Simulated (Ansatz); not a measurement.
**Work and stress of cleavage in BN**

Computed with DFT r2SCAN, scalar-relativistic, plane waves, PAW in Ansatz. Settings: plane waves to 500 eV, k-mesh 10×10×2 (Γ-centred), Gaussian smearing 0.05 eV. No spin polarisation. Energies are free energies at this smearing, counted from the undisturbed cell; pressure is positive in compression.

The starting cell (relaxed at this level; this wurtzite form isn't the usual structure):

```xyz
12
Lattice="-2.5440 0.0000 0.0000 -1.2720 -2.2031 0.0000 0.0000 0.0000 12.6232" Properties=species:S:1:pos:R:3 pbc="T T T"
B    -2.5440   -1.4688    2.8922
B    -2.5440   -1.4688    7.0999
B    -2.5440   -1.4688   11.3077
B    -1.2720   -0.7344    0.7883
B    -1.2720   -0.7344    4.9961
B    -1.2720   -0.7344    9.2038
N    -2.5440   -1.4688    1.3160
N    -2.5440   -1.4688    5.5237
N    -2.5440   -1.4688    9.7315
N    -1.2720   -0.7344   11.8353
N    -1.2720   -0.7344    3.4198
N    -1.2720   -0.7344    7.6276
```

The cut lies on the cell's a–b face, a (0 0 1) plane (indices in the standard cell, whose axes needn't be the Cartesian ones shown) of area 5.60 Å², between layers 1.58 Å apart. Vector c is lengthened by d along the normal with the atoms' Cartesian places fixed: one unrelaxed cut a cell. The traction is positive where the two halves pull on each other.

```csv
d (Å),energy (J/m²),traction (GPa)
-0.30,4.76,-412.8
-0.15,0.89,-135.2
0.00,0.00,0.0
0.25,1.29,84.4
0.50,3.67,100.1
0.75,6.11,93.4
1.00,8.29,79.9
1.50,11.54,51.0
2.00,13.46,27.6
3.00,14.83,4.7
4.50,15.06,0.4
6.00,15.10,0.2
```

**Question.** What are the work of separation and the cleavage stress, and do they fit the universal binding curve?

**Answer.** The energy levels off near W ≈ 15.10 J/m² (the traction is down to 0.2 GPa), the energy of the two unrelaxed faces, 7.55 J/m² each on average. The largest sampled traction is 100.1 GPa at d = 0.50 Å, and a parabola through it and its two neighbours peaks at σ_max ≈ 100.6 GPa, d ≈ 0.55 Å. The curve E = W[1 − (1 + d/ℓ)exp(−d/ℓ)] peaks in traction at d = ℓ with σ_max = W/(eℓ); with 1 J/m² per Å = 10 GPa this W and σ_max give ℓ = 0.55 Å. A parabola through that curve at the same three d peaks at 0.58 Å, against 0.55 Å here, a fair fit. The cut parts unlike faces (N and B); in an ionic crystal that makes them polar, and the energy then depends on the thickness of the slab. The opened faces are metallic here, and spin polarisation, left out, could lower W. Real crystals break at far lower stress, because cracks concentrate it, and on the plane of lowest W, which needn't be this one.

The cut is rigid; relaxing the faces lowers these energies and usually the stresses.

The gap closes along the scan, which can put kinks into the curve.

Cost: 12 runs of about 2.6 core-minutes in all, on Intel Xeon 6975P-C (Granite Rapids) (shared hosts).